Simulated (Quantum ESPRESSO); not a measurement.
## HfO2 in Quantum ESPRESSO: the effect of functional

HfO2:

```
CELL_PARAMETERS angstrom
3.55802 0.00000 0.00000
0.00000 3.55802 0.00000
0.00000 0.00000 5.17186
ATOMIC_POSITIONS crystal
Hf 0.00000 0.00000 0.00000
Hf 0.50000 0.50000 0.50000
O 0.00000 0.50000 0.19721
O 0.50000 0.00000 0.30279
O 0.50000 0.00000 0.80279
O 0.00000 0.50000 0.69721
```

Measurements of this composition are mostly on another form, of space group No. 14.

Alike in all runs:

- Program: Quantum ESPRESSO 7.5
- Task: dielectric tensor
- Cutoff: 612 eV
- Density cutoff: 4898 eV
- k mesh: 6 × 6 × 4, shifted
- Occupations: fermi-dirac, width 0.05 eV
- Spin: no spin polarisation

Question: One run gave: pressure -6.3 GPa; largest force 0.04 eV/Å; dielectric constant 5.08 mean. Which functional did it use?
A. LDA
B. BLYP
C. PBEsol
D. WC
E. PBE

Answer: A.

```tsv
functional	potentials or basis	pressure (GPa)	largest force (eV/Å)	dielectric constant (mean)
LDA	GBRV 1.5 LDA	-6.3	0.04	5.08
PBE	GBRV 1.5 PBE	8.2	0.14	4.97
PBEsol	GBRV 1.5 PBEsol	0.0	0.09	5.05
WC	GBRV 1.5 PBE	1.2	0.12	5.07
BLYP	GBRV 1.5 PBE	15.6	0.19	4.91
AM05	GBRV 1.5 PBE	0.9	0.07	5.08
```

Caveats: the cell is more than 3 GPa from zero pressure, which shifts response properties (some runs); the potentials were made for another functional, which shifts forces and pressure (some runs).
